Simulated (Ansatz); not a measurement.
# What moves the field gradients of Zr3N4?

Cell of run 1: an entry of the Crystallography Open Database (COD), atoms as given.

```cif
data_Zr3N4
_symmetry_space_group_name_H-M 'I-43d'
_symmetry_Int_Tables_number 220
_cell_length_a 6.7400
_cell_length_b 6.7400
_cell_length_c 6.7400
_cell_angle_alpha 90.000
_cell_angle_beta 90.000
_cell_angle_gamma 90.000
loop_
_atom_site_label
_atom_site_type_symbol
_atom_site_symmetry_multiplicity
_atom_site_Wyckoff_symbol
_atom_site_fract_x
_atom_site_fract_y
_atom_site_fract_z
Zr Zr 12 a 0.3750 0.0000 0.2500
N N 16 c 0.0630 0.0630 0.0630
```

One atom of each set is listed; the run and its k-mesh use a cell of 14 atoms with edges of 5.84, 5.84, 5.84 Å.

Relaxed positions (PBE, cell held):

Zr (0.3750, 0.0000, 0.2500)
N (0.0687, 0.0687, 0.0687)

All runs are DFT with Ansatz 0.2.0 (plane waves and PAW, scalar-relativistic unless spin–orbit coupling is named, Γ-centred meshes, Fermi–Dirac smearing where given) in this cell.

Run 1: PBE, atoms as given; 420 eV, 6×6×6 k-points, smearing 0.02 eV.
Run 2: PBE, atoms relaxed; 420 eV, 6×6×6 k-points, smearing 0.02 eV.
Run 3: r2SCAN, at the relaxed atoms; 500 eV, 6×6×6 k-points, smearing 0.02 eV.
Run 4: PBE with spin–orbit coupling, at the relaxed atoms; 420 eV, 6×6×6 k-points, smearing 0.02 eV.
Run 5: LDA, at the relaxed atoms; 420 eV, 6×6×6 k-points, smearing 0.02 eV.
Run 6: PBEsol, at the relaxed atoms; 420 eV, 6×6×6 k-points, smearing 0.02 eV.

```tsv
run	Zr V_zz (η)	N V_zz (η)
1	14.01 (0.00)	0.89 (0.00)
2	9.98 (0.00)	0.57 (0.00)
3	10.11 (0.00)	0.61 (0.00)
4	9.99 (0.00)	0.57 (0.00)
5	?	?
6	9.97 (0.00)	0.55 (0.00)
```

V_zz in 10²¹ V/m².

Task: Estimate the row of run 5.

Result: Zr: 10.16 (0.00); N: 0.54 (0.00). It lies nearest to run 3, from whose tensors on these sites it differs by 0.07 at most (largest principal value of the difference, on N). Taken one at a time, the positions of the atoms (as given or relaxed) move the tensors on these sites by up to 4.03 (largest principal value of the change, on Zr), the functional (between the two that differ most) by 0.19 (Zr), spin–orbit coupling by 0.01.

In runs 1, 2, 4, 5, 6 the gap is small for the k-mesh or the smearing, and small gradients can still move by 0.1 × 10²¹ V/m² or more. In run 1 the atoms aren't at the calculated equilibrium (largest force 0.32 eV/Å). The cell isn't the equilibrium one in runs 1, 5 (calculated pressure 8, -9 GPa), and the entry's cell may itself be off.
